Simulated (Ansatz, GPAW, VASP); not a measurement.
## Al: programs and potentials compared

```
Al
1.0
     0.00000    2.02481    2.02481
     2.02481    0.00000    2.02481
     2.02481    2.02481    0.00000
Al
1
Direct
  0.00000 0.00000 0.00000
```

Alike in all runs: task single point; functional PBE; k mesh 11 × 11 × 11; occupations gaussian, width 0.022 eV; no spin polarisation; no spin-orbit coupling. Pressure is positive in compression and, in plane waves, holds the error of the finite cutoff.

```tsv
program and potentials	plane-wave cutoff (eV)	notes	pressure (GPa)
VASP, PBE PAW files Al, 520 eV	520	-	-0.53
Ansatz, all-electron LAPW, scalar-relativistic	-	-	?
GPAW, GPAW PAW data sets (gpaw-data 1.2.1)	600	-	-0.37
```

Question: Estimate from the other rows what the run with Ansatz, all-electron LAPW, scalar-relativistic gave.

Answer: Pressure -0.49 GPa. The other rows, which needn't bracket it: pressure -0.53 to -0.37.
